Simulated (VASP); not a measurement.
Crystal: KTaO3.

```
K Ta O
1.0
     3.98830    0.00000    0.00000
     0.00000    3.98830    0.00000
     0.00000    0.00000    3.98830
K Ta O
1 1 3
Cartesian
  1.9942 1.9942 1.9942
  0.0000 0.0000 0.0000
  1.9942 0.0000 0.0000
  0.0000 1.9942 0.0000
  0.0000 0.0000 1.9942
```

Base run:

```yaml
Program: VASP 6.6.1
Functional: PBEsol
Potentials_or_basis: VASP PAW PBE potentials, release 64 (K_pv, Ta, O)
Cutoff: 500 eV
k_mesh: 6 × 6 × 6
Occupations: fermi-dirac, width 0.02 eV
Spin: no spin polarisation
```

Its results: band gap on the k mesh 2.03 eV, indirect (least direct gap 2.67 eV); pressure 1.2 GPa.

Task: The run is repeated on the same cell with these changes: potentials or basis from VASP PAW PBE potentials, release 64 (K_pv, Ta, O) to VASP PAW PBE potentials, release 64 (K_sv, Ta_pv, O); cutoff from 500 eV to 520 eV; k mesh from 6 × 6 × 6 to 8 × 8 × 8; valence electrons from 30 to 38. What comes out?

Result: Band gap on the k mesh 2.08 eV, indirect (least direct gap 2.71 eV); pressure 0.3 GPa.

Caveats: the PAW data sets were made with another functional, which shifts forces and pressure a little; spin-orbit coupling is left out, which moves the levels of the heavy elements.

A k mesh can miss the band edges.

Not every run made on this cell is shown here.
